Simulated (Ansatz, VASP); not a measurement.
## PbS in VASP and in Ansatz

```
CELL_PARAMETERS angstrom
0.00000 -6.00875 -6.01236
0.00000 -6.00875 6.01236
-11.29828 0.00000 0.00000
ATOMIC_POSITIONS crystal
Pb 0.37168 0.37832 0.37542
Pb 0.37168 0.87832 0.37542
Pb 0.87168 0.37832 0.37542
Pb 0.87168 0.87832 0.37542
Pb 0.12168 0.12832 0.62458
Pb 0.12168 0.62832 0.62458
Pb 0.62168 0.12832 0.62458
Pb 0.62168 0.62832 0.62458
S 0.11782 0.13218 0.38632
S 0.11782 0.63218 0.38632
S 0.61782 0.13218 0.38632
S 0.61782 0.63218 0.38632
S 0.36782 0.38218 0.61368
S 0.36782 0.88218 0.61368
S 0.86782 0.38218 0.61368
S 0.86782 0.88218 0.61368
```

Alike in both runs: task single point; functional PBEsol; k mesh 1 × 1 × 1; occupations gaussian, width 0.1 eV; no spin polarisation.

```csv
,VASP,Ansatz
version,VASP 6.6.1,Ansatz 0.2.0
potentials or method,"VASP PAW PBE potentials, release 64 (Pb_d, S)","scalar-relativistic, plane waves, PAW"
plane-wave cutoff (eV),520,420
valence electrons in the cell,160,160
```

```csv
,VASP,Ansatz,Ansatz less VASP
gap on the k mesh at the Fermi level (eV),1.97,1.97,-0.001
least direct gap on the mesh (eV),1.97,1.97,-0.001
rms of the force components (eV/Å),0.502,0.503,+0.0014
```

Atom by atom the forces differ by 0.002 eV/Å (rms over components).

Caveats: the PAW data sets were made with another functional, which shifts forces and pressure a little (VASP); spin-orbit coupling is left out, which as a rule narrows the gap of such compounds by several tenths of an eV.
